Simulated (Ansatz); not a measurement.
**TePb: stress in a strained cell**

Aim: deform TePb (x and y strained by +1.5 %, z held) and compute stress, forces and field gradients with LAPW, PAW and all-electron datasets made for the crystal.

Computed with Ansatz 0.2.0 (DFT PBE, scalar-relativistic, unless a step's input says otherwise).

## Step 1: The starting structure

Symmetry: Fm-3m, No. 225, cubic system. The conventional cell has a = 6.454 Å, b = 6.454 Å, c = 6.454 Å, α = 90.00°, β = 90.00°, γ = 90.00°. Around Te (site symmetry m-3m) lie 6 Pb at 3.23 Å. Around Pb (site symmetry m-3m) lie 6 Te at 3.23 Å.

Coordinates:

```cif
data_structure
_symmetry_space_group_name_H-M 'Fm-3m'
_symmetry_Int_Tables_number 225
_cell_length_a 6.4540
_cell_length_b 6.4540
_cell_length_c 6.4540
_cell_angle_alpha 90.000
_cell_angle_beta 90.000
_cell_angle_gamma 90.000
_cell_volume 268.84
loop_
_atom_site_label
_atom_site_type_symbol
_atom_site_symmetry_multiplicity
_atom_site_Wyckoff_symbol
_atom_site_fract_x
_atom_site_fract_y
_atom_site_fract_z
_atom_site_occupancy
Te1 Te 4 b 0.50000 0.00000 0.00000 1
Pb1 Pb 4 a 0.00000 0.00000 0.00000 1
```

The file gives the conventional cell by its symmetry; the runs use the cell typed in the input.

Atoms are numbered in the order of the input: Te1, Pb2.

## Step 2: After the deformation

Space group Fm-3m before, I4/mmm after.

## Step 3: LAPW, all electrons

Contents of input.yaml:

```yaml
crystal:
  lattice:
    - [0.0, 3.275405, 3.227]
    - [3.275405, 0.0, 3.227]
    - [3.275405, 3.275405, 0.0]
  atoms:
    - { symbol: Te, position: [0.5, 0.5, 0.5] }
    - { symbol: Pb, position: [0.0, 0.0, 0.0] }
kpoints:
  mp_grid: { grid: [11, 11, 11] }
scf:
  occupations: { method: fermi_dirac, width: 0.08 }
hamiltonian:
  xc: pbe
  pseudopotentials: { kind: all_electron, lapw: { basis_error: 0.001 } }
output:
  forces: true
  stress: true
  eigenvalues: true
```

## Step 4: Frozen-core PAW

input.yaml, as its differences from that of step 3:

```diff
@@ -14,3 +14,3 @@
   xc: pbe
-  pseudopotentials: { kind: all_electron, lapw: { basis_error: 0.001 } }
+  pseudopotentials: { kind: paw }
 output:
@@ -19 +19,2 @@
   eigenvalues: true
+  efg: { contact_densities: true }
```

## Step 5: All-electron PAW on datasets made for the crystal

input.yaml, as its differences from that of step 4:

```diff
@@ -14,3 +14,3 @@
   xc: pbe
-  pseudopotentials: { kind: paw }
+  pseudopotentials: { kind: all_electron, datasets: crystal }
 output:
```

(Steps that only read results are left out.)

What does the calculation give? Wanted: pressure; largest shear or deviatoric stress.

**Answer**, as computed:

| quantity | value |
| --- | --- |
| pressure | LAPW 0.99, PAW 0.98, crystal datasets 0.98 GPa |
| largest shear or deviatoric stress (LAPW) | 1.12 GPa |

What this shows: The largest part of the stress beyond the pressure is 1.12 GPa in size, in the zz component; the atoms are carried along and not relaxed. No run of the undeformed cell stands beside it, so the pressure holds what the given cell had before the change. PAW: stress within 0.01 GPa of LAPW. Crystal datasets: stress within 0.01 GPa of LAPW. Spin-orbit coupling is left out, though the cell holds Pb; in elements this heavy it can shift bands and gaps by tenths of an eV.
